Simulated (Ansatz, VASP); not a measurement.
# Two plane-wave programs on Pd

```
Pd
1.0
     0.00000    2.78423    2.78423
     2.78423    0.00000    2.78423
     2.78423    2.78423    0.00000
Pd
2
Direct
  0.12500 0.12500 0.12500
  0.87500 0.87500 0.87500
```

Alike in both runs: task single point; functional PBE; k mesh 11 × 11 × 11; occupations fermi-dirac, width 0.1 eV; no spin polarisation.

|  | VASP | Ansatz |
| --- | --- | --- |
| version | VASP 6.6.1 | Ansatz 0.2.0 |
| potentials or method | VASP PAW PBE potentials, release 64 (Pd) | plane waves (420 eV) with PAW, scalar-relativistic |
| plane-wave cutoff (eV) | 520 | 420 |
| valence electrons in the cell | 20 | 36 |

VASP gave:

```
pressure (GPa) : 11.2
```

Estimate Ansatz's values.

pressure (GPa): 11.9.

The two sets of potentials don't hold the same shells in valence.
